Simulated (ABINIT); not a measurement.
The system is InSe.

```xyz
4
Lattice="5.8264 -2.0546 0.0000 5.8264 2.0546 0.0000 -1.7232 0.0000 4.7713" Properties=species:S:1:pos:R:3 pbc="T T T"
In   10.2693    0.0000    0.2235
In   -0.3398    0.0000    4.5479
Se    6.5489    0.0000    3.1918
Se    3.3807    0.0000    1.5795
```

The cell comes from a database or a generator and needn't be the stable form of this composition.

Base run:

| Quantity | Value |
| --- | --- |
| Program | ABINIT 10.8.3 (patched build) |
| Functional | PBEsol |
| Potentials or basis | JTH PAW PBE v2.0 |
| Cutoff | 599 eV |
| k mesh | 7 × 7 × 6 |
| Occupations | fermi-dirac, width 0.05 eV |
| Spin | no spin polarisation |

Its results: band gap on the k mesh 1.06 eV, indirect (least direct gap 1.15 eV); pressure -1.2 GPa; largest force 0.072 eV/Å.

The run is repeated on the same cell with these changes: functional from PBEsol to LDA; potentials or basis from JTH PAW PBE v2.0 to JTH PAW LDA v2.0. What comes out?

Band gap on the k mesh 0.98 eV, indirect (least direct gap 1.06 eV); pressure -2.8 GPa; largest force 0.088 eV/Å.

Caveats: spin-orbit coupling is left out, which moves the levels of the heavy elements; the PAW data sets were made with another functional, which shifts forces and pressure a little (some runs).

A k mesh can miss the band edges.
